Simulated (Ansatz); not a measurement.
## How settings move the G0W0 gap of BaS (Fm-3m)

A 2-atom cell of BaS started from a crystallographic database, relaxed with r2SCAN; one-shot G0W0 in Ansatz without spin-orbit coupling. (Simulation; spin polarisation is off.)

```xyz
2
Lattice="0.0000 3.2119 3.2119 3.2119 0.0000 3.2119 3.2119 3.2119 0.0000" Properties=species:S:1:pos:R:3 pbc="T T T"
Ba    0.0000    0.0000    0.0000
S     3.2119    3.2119    3.2119
```

Gaps are read over the mesh points alone. G0W0 values are finite-basis, finite-mesh values.

| start | potentials | frequency model | mesh | empty bands | screening cutoff (eV) | Kohn-Sham gap (eV) | G0W0 gap (eV) | rough cost |
| --- | --- | --- | --- | --- | --- | --- | --- | --- |
| PBE | PAW | contour deformation | 4×4×4 | 107 | 80 | 2.23 | 3.31 | 12 core-seconds |
| PBE | PAW | contour deformation | 4×4×4 | 249 | 140 | 2.23 | 3.46 | 40 core-seconds |
| PBE | PAW | contour deformation | 4×4×4 | 457 | 210 | 2.23 | 3.53 | 2.7 core-minutes |
| HSE06 | PAW | contour deformation | 4×4×4 | 249 | 140 | 3.14 | 3.93 | 2.3 core-minutes |
| LDA | PAW | contour deformation | 4×4×4 | 249 | 140 | 2.03 | 3.40 | 40 core-seconds |
| r2SCAN | PAW | contour deformation | 4×4×4 | 249 | 140 | 2.57 | 3.69 | 60 core-seconds |
| PBE | PAW | Godby-Needs pole | 4×4×4 | 249 | 140 | 2.23 | 3.42 | 60 core-seconds |
| PBE | PAW | contour deformation | 6×6×6 | 107 | 80 | 2.23 | 3.33 | 90 core-seconds |
| PBE | norm-conserving | contour deformation | 4×4×4 | 249 | 140 | 2.23 | 3.46 | 80 core-seconds |

G0W0 moves the gap on the mesh from 2.23 eV (PBE) to 3.53 eV (Γ to X). Renormalisation factors Z lie between 0.74 and 0.81.

Raising bands and cutoff together moves the gap by +0.15 eV (80 to 140 eV), then +0.07 eV (140 to 210 eV); the last step is still large, so the basis limit isn't reached. Starting from HSE06 (3.14 eV against PBE's 2.23 eV) gives 3.93 eV, +0.47 eV from G0W0@PBE at the same screening cutoff. Starting from LDA (2.03 eV against PBE's 2.23 eV) gives 3.40 eV, -0.06 eV from G0W0@PBE at the same screening cutoff. Starting from r2SCAN (2.57 eV against PBE's 2.23 eV) gives 3.69 eV, +0.23 eV from G0W0@PBE at the same screening cutoff. The Godby-Needs plasmon pole differs from contour deformation by -0.04 eV. A 6×6×6 mesh in place of 4×4×4 changes the opening over PBE by +0.01 eV (the gap on the mesh by +0.02 eV). Norm-conserving potentials (wave cutoff 770 eV against 420 eV) shift the quasiparticle gap by 0.00 eV and the PBE gap by 0.00 eV. r2SCAN runs take a wave cutoff of 500 eV.
